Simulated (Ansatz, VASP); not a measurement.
**One calculation of Pt, two programs**

```
CELL_PARAMETERS angstrom
0.00000 1.98506 1.98506
1.98506 0.00000 1.98506
1.98506 1.98506 0.00000
ATOMIC_POSITIONS crystal
Pt 0.00000 0.00000 0.00000
```

Alike in both runs: functional PBE; k mesh 18 × 18 × 18; occupations gaussian, width 0.1 eV; no spin polarisation.

Ansatz relaxed the structure, and its values are those at the end. VASP's run is a single point on that final structure, the one shown.

|  | VASP | Ansatz |
| --- | --- | --- |
| version | VASP 6.6.1 | Ansatz 0.2.0 |
| potentials or method | VASP PAW PBE potentials, release 64 (Pt) | scalar-relativistic, plane waves, PAW |
| plane-wave cutoff (eV) | 520 | 420 |
| valence electrons in the cell | 10 | 18 |

|  | VASP | Ansatz | Ansatz less VASP |
| --- | --- | --- | --- |
| gap on the k mesh at the Fermi level (eV) | none | none | - |
| pressure (GPa) | -0.5 | 0.0 | +0.51 |

A gap of «none» marks a metal or a gap that the smearing closes. With one functional, cell and mesh, what is left measures potentials, basis and numerics. The two sets of potentials don't hold the same shells in valence.

Spin-orbit coupling is left out, which matters for the levels of Pt.
